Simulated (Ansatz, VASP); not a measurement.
**Bi2Te3 (Tellurobismuthite): VASP beside Ansatz**

File INCAR:

```
SYSTEM = Bi2Te3
ALGO = Normal ; EDIFF = 1E-7
ENCUT = 520 ; GGA = PS
ISIF = 2 ; ISMEAR = -1
KPAR = 2 ; LASPH = .True.
LCHARG = .False. ; LREAL = .False.
LWAVE = .False. ; NBANDS = 32
NELM = 60 ; PREC = Accurate
SIGMA = 0.05
```

File KPOINTS:

```
k-points
0
Gamma
  7 7 7
  0 0 0
```

File POSCAR:

```
Bi2Te3
1.0
    2.1482323364      1.2402825177      9.9581458525
   -2.1482323364      1.2402825177      9.9581458525
    0.0000000000     -2.4805650355      9.9581458525
Bi Te
2 3
Direct
    0.6000000000      0.6000000000      0.6000000000
    0.4000000000      0.4000000000      0.4000000000
    0.7905000000      0.7905000000      0.7905000000
    0.2095000000      0.2095000000      0.2095000000
    0.0000000000      0.0000000000      0.0000000000
```

Contents of input.yaml:

```yaml
crystal:
  lattice:
    - [2.1482323364, 1.2402825177, 9.9581458525]
    - [-2.1482323364, 1.2402825177, 9.9581458525]
    - [0.0, -2.4805650355, 9.9581458525]
  atoms:
    - { symbol: Bi, position: [0.6, 0.6, 0.6] }
    - { symbol: Bi, position: [0.4, 0.4, 0.4] }
    - { symbol: Te, position: [0.7905, 0.7905, 0.7905] }
    - { symbol: Te, position: [0.2095, 0.2095, 0.2095] }
    - { symbol: Te, position: [0.0, 0.0, 0.0] }
hamiltonian:
  xc: pbesol
  pseudopotentials: { kind: paw }
kpoints:
  mp_grid: { grid: [7, 7, 7] }
scf:
  occupations: { method: fermi_dirac, width: 0.05 }
output:
  forces: true
  stress: true
  eigenvalues: true
```

Change from the starting cell: volume scaled by 0.94.

Alike in both runs: task single point; functional PBEsol; k mesh 7 × 7 × 7; occupations fermi-dirac, width 0.05 eV; no spin polarisation.

```csv
,VASP,Ansatz
version,VASP 6.6.1,Ansatz 0.2.0
potentials or method,"VASP PAW PBE potentials, release 64 (Bi_d, Te)",Ansatz PAW
plane-wave cutoff (eV),520,420
valence electrons in the cell,48,78
```

|  | VASP | Ansatz | Ansatz less VASP |
| --- | --- | --- | --- |
| gap on the k mesh at the Fermi level (eV) | 0.19 | 0.20 | +0.012 |
| least direct gap on the mesh (eV) | 0.19 | 0.20 | +0.012 |
| pressure (GPa) | 3.1 | 3.0 | -0.03 |
| rms of the force components (eV/Å) | 0.125 | 0.116 | -0.0092 |

Atom by atom the forces differ by 0.009 eV/Å (rms over components). The two sets of potentials don't hold the same shells in valence.

Caveats: spin-orbit coupling is left out, which as a rule narrows the gap of such compounds by several tenths of an eV; the PAW data sets were made with another functional, which shifts forces and pressure a little (VASP); an odd mesh through Γ misses points on the zone boundary, where band edges often lie (VASP); odd divisions of the mesh miss points on the zone boundary, where band edges often lie, so the gap on the mesh can be too wide (Ansatz); the PAW data sets come from PBE, with cores solved anew for the run's functional, which leaves a small shift of forces and pressure (Ansatz).
